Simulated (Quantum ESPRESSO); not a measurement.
Runs of Quantum ESPRESSO 7.5 on PtSe2 (Sudovikovite). Symmetry: P-3m1, No. 164, trigonal system. The conventional cell has a = 3.724 Å, b = 3.724 Å, c = 5.062 Å, α = 90.00°, β = 90.00°, γ = 120.00°. Pt (site symmetry -3m) has 6 Se at 2.49 Å as nearest neighbours. Se (site symmetry 3m) is surrounded by 3 Pt at 2.49 Å. 

```csv
task,level,potentials or basis,cell,k mesh,cutoff (eV),q mesh for exact exchange,cutoff for exact exchange,symmetry,SCF threshold,ASE optimiser,mesh quality,gap on the mesh (eV),pressure (GPa),relaxed volume (Å³/atom)
single point,r2SCAN0,SG15 PBE 1.2,as given,4 × 4 × 2,952,4 × 4 × 2,1904.8 eV,off,1e-07 Ry,-,coarse,0.78,-,-
relaxation of cell and atoms,PBEsol,GBRV 1.5 PBEsol,relaxed,8 × 8 × 5,612,-,-,-,6e-10 Ry,LBFGS,not flagged,none,0.0,(b)
relaxation of cell and atoms,PBEsol+rVV10,GBRV 1.5 PBEsol,relaxed,8 × 8 × 5,612,-,-,-,6e-10 Ry,LBFGS,not flagged,none,0.0,18.72
relaxation of cell and atoms,PBEsol+D3(BJ),GBRV 1.5 PBEsol,relaxed,8 × 8 × 5,612,-,-,-,6e-10 Ry,BFGS,not flagged,none,0.0,18.79
relaxation of cell and atoms,PBEsol+D4,GBRV 1.5 PBEsol,relaxed,8 × 8 × 5,612,-,-,-,6e-10 Ry,BFGS,not flagged,none,0.1,(a)
```

Alike in all rows: no spin polarisation; smearing fermi-dirac 0.05 eV.

Question: Fill in the values left out.

Answer: (a) 18.97; (b) 19.67.

Caveats: some runs use coarse meshes; pairwise dispersion overbinds metals, which lowers pressure and volume (some runs); the mesh is coarse for exact exchange, which widens gaps (some runs); the potentials were made for another functional, which shifts forces and pressure (some runs); this program's forces and stress for hybrids aren't reliable and aren't listed (some runs); spin-orbit coupling is left out, which moves the levels of the heavy elements (some runs); rVV10's parameter b was fitted to another functional (some runs).

A k mesh can miss the band edges, and the runs leave out spin-orbit coupling on Pt, Se.

A gap of «none» marks a metal or a gap under the smearing width.

The runs don't all hold the same shells in valence.

Runs at the PBE level aren't shown here.
